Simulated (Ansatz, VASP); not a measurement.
# One calculation of La, two programs

Contents of INCAR:

```
PREC = Accurate
ENCUT = 520
EDIFF = 1E-6
ISMEAR = 0
SIGMA = 0.05
LREAL = F
LASPH = T
NELM = 60
ALGO = Fast
ISIF = 2
LWAVE = F
LCHARG = T
GGA = PE
LELF = T
LVHAR = T
NBANDS = 12
```

Contents of KPOINTS:

```
regular mesh
0
Gamma
  14 14 14
```

File POSCAR:

```
La
1.0
   -2.1097480080      2.1097480080      2.1097480080
    2.1097480080     -2.1097480080      2.1097480080
    2.1097480080      2.1097480080     -2.1097480080
La
1
Direct
    0.0000000000      0.0000000000      0.0000000000
```

Input for Ansatz:

```yaml
crystal:
  lattice:
    - [-2.109748008, 2.109748008, 2.109748008]
    - [2.109748008, -2.109748008, 2.109748008]
    - [2.109748008, 2.109748008, -2.109748008]
  atoms:
    - { symbol: La, position: [0.0, 0.0, 0.0] }
basis:
  ecutwfc: 600
  ecutrho_ratio: 5
kpoints:
  mp_grid: { grid: [14, 14, 14] }
hamiltonian:
  xc: pbe
scf:
  occupations: { method: gaussian, width: 0.05 }
output:
  forces: true
  stress: true
  eigenvalues: true
```

Alike in both runs: task single point; functional PBE; k mesh 14 × 14 × 14; occupations gaussian, width 0.05 eV; no spin polarisation.

```csv
,VASP,Ansatz
version,VASP 6.6.1,Ansatz 0.2.0
potentials or method,"VASP PAW PBE potentials, release 64 (La)","scalar-relativistic, plane waves, PAW"
plane-wave cutoff (eV),520,600
valence electrons in the cell,11,11
```

|  | VASP | Ansatz | Ansatz less VASP |
| --- | --- | --- | --- |
| gap on the k mesh at the Fermi level (eV) | none | none | - |
| pressure (GPa) | 0.1 | 0.0 | -0.05 |

A gap of «none» marks a metal or a gap that the smearing closes. With one functional, cell and mesh, what is left measures potentials, basis and numerics.

The runs have no spin-orbit coupling, so splittings on La are missing.
